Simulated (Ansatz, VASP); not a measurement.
This is a calculation of BAs for VASP 6.6.1. 

The input INCAR:

```
PREC = Accurate
ENCUT = 600
EDIFF = 1E-7
ISMEAR = -1
SIGMA = 0.05
LREAL = False
LASPH = True
NELM = 80
ALGO = Normal
ISIF = 3
LWAVE = False
LCHARG = False
GGA = RE
IBRION = 2
NSW = 60
EDIFFG = -0.02
```

The input KPOINTS:

```
Automatic mesh
0
Gamma
  10 10 10
```

Contents of POSCAR:

```
BAs
1.0
    0.0000000000      2.3885000000      2.3885000000
    2.3885000000      0.0000000000      2.3885000000
    2.3885000000      2.3885000000      0.0000000000
As B
1 1
Direct
    0.7500000000      0.7500000000      0.7500000000
    0.0000000000      0.0000000000      0.0000000000
```

Potentials or basis: VASP PAW PBE potentials, release 64 (As, B).

The run is started by

```sh
$ cat potpaw_PBE.64/As/POTCAR potpaw_PBE.64/B/POTCAR > POTCAR
$ mpirun -np 1 vasp_std > vasp.out
```

Question: What does the same run look like in Ansatz 0.2.0? Potentials or basis there: all-electron LAPW, scalar-relativistic.

Answer: As run (cutoffs and basis follow the program's own potentials, and thresholds, step limits or extra output files can differ):

input.yaml

```yaml
crystal:
  lattice:
    - [0.0, 2.3885, 2.3885]
    - [2.3885, 0.0, 2.3885]
    - [2.3885, 2.3885, 0.0]
  atoms:
    - { symbol: As, position: [0.75, 0.75, 0.75] }
    - { symbol: B, position: [0.0, 0.0, 0.0] }
kpoints:
  mp_grid: { grid: [10, 10, 10] }
scf:
  occupations: { method: fermi_dirac, width: 0.05 }
hamiltonian:
  xc: revpbe
  pseudopotentials: { kind: all_electron, lapw: { basis_error: 0.001 } }
output:
  forces: true
  stress: true
relax:
  f_tol: 0.005
  max_steps: 60
  cell: {}
```

Potentials or basis: all-electron LAPW, scalar-relativistic.

Run with:

```sh
$ ansatz run input.yaml --threads 1 --pin off --max-ram 3072MiB --backend cpu --events-out ev --progress --plain --runs-dir out
```

Both were run:

|  | VASP | Ansatz |
| --- | --- | --- |
| Relaxed volume | 14.17 Å³/atom | 14.11 Å³/atom |
| Relaxed cell | a = 3.422 Å, b = 3.422 Å, c = 3.422 Å, α = 60.00°, β = 60.00°, γ = 60.00° | a = 3.417 Å, b = 3.417 Å, c = 3.417 Å, α = 60.00°, β = 60.00°, γ = 60.00° |
| Space group after relaxing | F-43m (No. 216) | F-43m (No. 216) |
| Pressure after relaxing | 0.0 GPa | 0.0 GPa |

VASP's potentials were made for PBE.

Where Ansatz's input types no cutoff or centring, it takes its own default and a Γ-centred mesh.

Pressure is positive in compression.
